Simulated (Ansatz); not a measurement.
# How settings move the results for NaH

```xyz
2
Lattice="0.0000 2.3864 2.3864 2.3864 0.0000 2.3864 2.3864 2.3864 0.0000" Properties=species:S:1:pos:R:3 pbc="T T T"
Na    0.0000    0.0000    0.0000
H     2.3864    2.3864    2.3864
```

Atom numbers follow the list: Na1, H2.

Conventional cell: a = 4.773 Å, b = 4.773 Å, c = 4.773 Å, α = 90.00°, β = 90.00°, γ = 90.00°. Na (atom 1) has 6 H at 2.39 Å as nearest neighbours. H (atom 2) is surrounded by 6 Na at 2.39 Å.

Structure from Materials Project entry mp-23870 (possibly hypothetical), not relaxed further.

Computed with DFT, PBEsol, PAW with Ansatz's default frozen-core files, scalar-relativistic (Ansatz 0.2.0).

Numerical set-up: a Γ-centred 11×11×11 k mesh, Fermi–Dirac smearing of 0.02 eV, cutoff 420 eV, no spin polarisation; the PAW files were made with PBE, and the program remakes their frozen cores for this functional. One setting is then changed at a time.

P includes the program's estimate of the Pulay (finite-basis) term, listed apart; without it the pressure would be far more sensitive to the cutoff.

| PAW cutoff (eV) | free energy less the base's (meV/atom) | P (GPa) | Pulay term in P (GPa) | gap on the mesh (eV) |
| --- | --- | --- | --- | --- |
| 420 (base) | 0.0 | 0.29 | ? | 3.833 |
| 150 | 9175 | -5.28 | 385.04 | 3.578 |
| 200 | 1505 | -0.11 | 86.19 | ? |
| 500 | -0.8 | 0.29 | 0.01 | 3.833 |
| 600 | -0.9 | 0.29 | 0.00 | 3.833 |
| 800 | -0.9 | 0.29 | 0.00 | 3.833 |

Task: Give the missing entry: row "420 (base)", column "Pulay term in P (GPa)".

Result: 0.06.

Task: Fill in "gap on the mesh (eV)" for the row "200".

Result: 3.786.
